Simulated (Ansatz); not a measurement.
# TiAl: the cost of one run

Program: Ansatz 0.2.0. Level of theory: DFT PBEsol, scalar-relativistic, plane waves, PAW. These are calculated values, not measurements.

1 further run of the same task is left out (it didn't finish).

## Step 1: Starting point

Symmetry: P4/mmm, No. 123, tetragonal system. Conventional cell: a = 2.811 Å, b = 2.811 Å, c = 4.066 Å, α = 90.00°, β = 90.00°, γ = 90.00°. Around Ti (site symmetry 4/mmm) lie 4 Ti at 2.81 Å and 8 Al at 2.84 Å. Al (site symmetry 4/mmm) is surrounded by 4 Al at 2.81 Å and 8 Ti at 2.84 Å.

Coordinates:

```
CELL_PARAMETERS angstrom
2.81075 0.00000 0.00000
0.00000 2.81075 0.00000
0.00000 0.00000 4.06642
ATOMIC_POSITIONS crystal
Ti 0.50000 0.50000 0.50000
Al 0.00000 0.00000 0.00000
```

Source of the structure: the Materials Project (structure only).

(A quick probe on a coarse mesh, which set the mesh and smearing, is not shown.)

## Step 3: Relaxing cell and atoms

input.yaml

```yaml
crystal:
  lattice:
    - [2.81075181, 0.0, 0.0]
    - [0.0, 2.81075181, 0.0]
    - [0.0, 0.0, 4.06642192]
  atoms:
    - { symbol: Ti, position: [0.5, 0.5, 0.5] }
    - { symbol: Al, position: [0.0, 0.0, 0.0] }
basis:
  ecutwfc: 420
kpoints:
  mp_grid: { grid: [14, 14, 10] }
hamiltonian:
  xc: pbesol
scf:
  occupations: { method: gaussian, width: 0.1 }
output:
  forces: true
  stress: true
  eigenvalues: true
  write_density: true
  write_potential: true
  elf: true
  volumetric_format: npy
relax:
  adjacent_minimum: "off"
  f_tol: 0.005
  max_steps: 80
  cell: { stress_tol: 0.05 }
```

Run with:

```sh
$ ansatz run input.yaml --threads 1 --pin off --max-ram 2560MiB --backend cpu --events-out ev --progress --plain --runs-dir out
```

What time and memory should one allow on 1 thread of Intel Xeon Platinum 8259CL at 2.50GHz (Skylake/Cascade Lake), shared host?

About 26 s, with a peak of 0.45 GiB.
